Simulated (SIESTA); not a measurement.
## BN under changes of volume

One of the cells (6.078 Å³/atom); the others are scaled copies at fixed shape and fractional positions:

```xyz
2
Lattice="0.0000 1.8250 1.8250 1.8250 0.0000 1.8250 1.8250 1.8250 0.0000" Properties=species:S:1:pos:R:3 pbc="T T T"
N     0.9125    0.9125    0.9125
B     0.0000    0.0000    0.0000
```

The cell is a database's computed one.

- Program: SIESTA 5.4.2
- Functional: PBEsol
- Potentials or basis: PseudoDojo 0.4 standard (PBEsol files)
- Basis: DZP (energy shift 0.003 Ry)
- Grid cutoff: 800 Ry
- Energy shift: 0.003 Ry
- k mesh: 13 × 13 × 13
- Occupations: fermi-dirac, width 0.05 eV
- Spin: no spin polarisation

```tsv
volume (Å³/atom)	energy over the lowest point (meV/atom)	pressure (GPa)	gap on the mesh (eV)
5.602	21.58	24.0	4.53
5.721	7.36	14.4	4.50
5.840	0.00	5.6	4.47
6.078	3.35	-9.7	4.42
6.198	13.12	-16.5	4.39
6.317	?	?	?
```

Question: What does the run at 6.317 Å³/atom give?

Answer: Energy over the lowest point 27.63 meV/atom; pressure -22.4 GPa; gap on the mesh 4.36 eV.

Worked out: A Birch-Murnaghan fit of order 3 (a polynomial in V^(-2/3)) to the other rows has its minimum at 5.92 Å³/atom with B0 = V·E''(V) = 390 GPa and B' = 3.7. It gives 27.51 meV/atom at 6.317 Å³/atom, against the run's 27.63, and -dE/dV = -22.3 GPa, against -22.4. A straight line through the other rows of the gap, of slope -1.37 eV per unit of ln V, extrapolates to 4.36 eV, against the run's 4.36.

Energies are extrapolated to zero smearing.

Caveats: an odd mesh through Γ misses points on the zone boundary, where band edges often lie; the basis of atomic orbitals isn't converged, which shifts pressures, moduli and gaps.
